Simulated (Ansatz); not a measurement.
# LiNbO3: the cost of one run

Computed with Ansatz 0.2.0 (DFT PBE, scalar-relativistic, plane waves, PAW, unless a step's input says otherwise).

1 further run of the same task is left out (set aside as unsound or not needed).

## (1) The starting structure

Symmetry: R3c, No. 161, trigonal system. The conventional cell has a = 5.190 Å, b = 5.190 Å, c = 14.014 Å, α = 90.00°, β = 90.00°, γ = 120.00°. Around Li (site symmetry 3) lie 6 O at 2.08 to 2.27 Å. Around Nb (site symmetry 3) lie 6 O at 1.88 to 2.16 Å. Around O (site symmetry 1) lie 2 Nb at 1.88 to 2.16 Å and 2 Li at 2.08 to 2.27 Å.

As a file:

```cif
data_structure
_symmetry_space_group_name_H-M 'R3c:H'
_symmetry_Int_Tables_number 161
_cell_length_a 5.1895
_cell_length_b 5.1895
_cell_length_c 14.0145
_cell_angle_alpha 90.000
_cell_angle_beta 90.000
_cell_angle_gamma 120.000
_cell_volume 326.86
loop_
_atom_site_label
_atom_site_type_symbol
_atom_site_symmetry_multiplicity
_atom_site_Wyckoff_symbol
_atom_site_fract_x
_atom_site_fract_y
_atom_site_fract_z
_atom_site_occupancy
Li1 Li 6 a 0.66667 0.33333 0.05173 1
Nb1 Nb 6 a 0.66667 0.33333 0.33288 1
O1 O 18 b 0.00877 0.38052 0.27008 1
```

This cell was relaxed beforehand with the same method: volume 10.90 Å³/atom, gap on the mesh 3.57 eV.

The bulk reference comes from a run made before at the same settings: -1292.9481 eV/atom.

## (2) The (001) slab

Miller indices refer to the conventional cell of the relaxed bulk, R3c (No. 161): a = 5.190 Å, b = 5.190 Å, c = 14.014 Å, α = 90.00°, β = 90.00°, γ = 120.00°.

The slab is a (001) slab, 13.1 Å thick as cut, with 15 Å of vacuum; its outer planes are O (top) and Nb (bottom).

The slab as cut. Layers, bottom to top:

| plane | atoms per cell | height over the lowest (Å) |
| --- | --- | --- |
| 1 | Nb | 0.00 |
| 2 | Li | 0.73 |
| 3 | O3 | 1.46 |
| 4 | Nb | 2.34 |
| 5 | Li | 3.07 |
| 6 | O3 | 3.79 |
| 7 | Nb | 4.67 |
| 8 | Li | 5.40 |
| 9 | O3 | 6.13 |
| 10 | Nb | 7.01 |
| 11 | Li | 7.74 |
| 12 | O3 | 8.46 |
| 13 | Nb | 9.34 |
| 14 | Li | 10.07 |
| 15 | O3 | 10.80 |
| 16 | Nb | 11.68 |
| 17 | Li | 12.41 |
| 18 | O3 | 13.13 |

## (3) The slab as cut, atoms at the bulk's places

The cell repeats along c, and a dipole correction in the vacuum removes the field between the copies.

Input file input.yaml:

```yaml
crystal:
  lattice:
    - [5.1895017938, 0.0, 0.0]
    - [-2.5947508969, 4.4942403864, 0.0]
    - [0.0, 0.0, 28.1343915508]
  atoms:
    - { symbol: Nb, position: [0.3333333333, 0.6666666667, 0.2665776506] }
    - { symbol: Li, position: [0.0, 0.0, 0.2925736962] }
    - { symbol: O, position: [0.6194762755, 0.628250473, 0.3183171989] }
    - { symbol: O, position: [0.0087741975, 0.3805237245, 0.3183171989] }
    - { symbol: O, position: [0.371749527, 0.9912258025, 0.3183171989] }
    - { symbol: Nb, position: [0.6666666667, 0.3333333333, 0.3495986807] }
    - { symbol: Li, position: [0.3333333333, 0.6666666667, 0.3755947263] }
    - { symbol: O, position: [0.3421075308, 0.2949171397, 0.401338229] }
    - { symbol: O, position: [0.7050828603, 0.0471903911, 0.401338229] }
    - { symbol: O, position: [0.9528096089, 0.6578924692, 0.401338229] }
    - { symbol: Nb, position: [0.0, 0.0, 0.4326197108] }
    - { symbol: Li, position: [0.6666666667, 0.3333333333, 0.4586157564] }
    - { symbol: O, position: [0.2861429422, 0.9615838063, 0.4843592591] }
    - { symbol: O, position: [0.6754408641, 0.7138570578, 0.4843592591] }
    - { symbol: O, position: [0.0384161937, 0.3245591359, 0.4843592591] }
    - { symbol: Nb, position: [0.3333333333, 0.6666666667, 0.5156407409] }
    - { symbol: Li, position: [0.0, 0.0, 0.5416367865] }
    - { symbol: O, position: [0.0087741975, 0.628250473, 0.5673802892] }
    - { symbol: O, position: [0.371749527, 0.3805237245, 0.5673802892] }
    - { symbol: O, position: [0.6194762755, 0.9912258025, 0.5673802892] }
    - { symbol: Nb, position: [0.6666666667, 0.3333333333, 0.598661771] }
    - { symbol: Li, position: [0.3333333333, 0.6666666667, 0.6246578166] }
    - { symbol: O, position: [0.9528096089, 0.2949171397, 0.6504013193] }
    - { symbol: O, position: [0.3421075308, 0.0471903911, 0.6504013193] }
    - { symbol: O, position: [0.7050828603, 0.6578924692, 0.6504013193] }
    - { symbol: Nb, position: [0.0, 0.0, 0.6816828011] }
    - { symbol: Li, position: [0.6666666667, 0.3333333333, 0.7076788467] }
    - { symbol: O, position: [0.6754408641, 0.9615838063, 0.7334223494] }
    - { symbol: O, position: [0.0384161937, 0.7138570578, 0.7334223494] }
    - { symbol: O, position: [0.2861429422, 0.3245591359, 0.7334223494] }
basis:
  ecutwfc: 420
kpoints:
  mp_grid: { grid: [6, 6, 1] }
hamiltonian:
  xc: pbe
scf:
  occupations: { method: gaussian, width: 0.05 }
output:
  forces: true
  stress: true
  eigenvalues: true
  write_density: true
  write_potential: true
  elf: true
  volumetric_format: npy
efield:
  axis: 3
  dipole_correction: true
```

Run with:

```bash
$ ansatz run input.yaml --threads 4 --pin off --max-ram 10240MiB --backend cpu --events-out ev --progress --plain --runs-dir out
```

What time and memory should one allow on 4 threads of Intel Xeon at 2.50GHz (Skylake/Cascade Lake), shared host?

About 59 s, with a peak of 2 GiB.
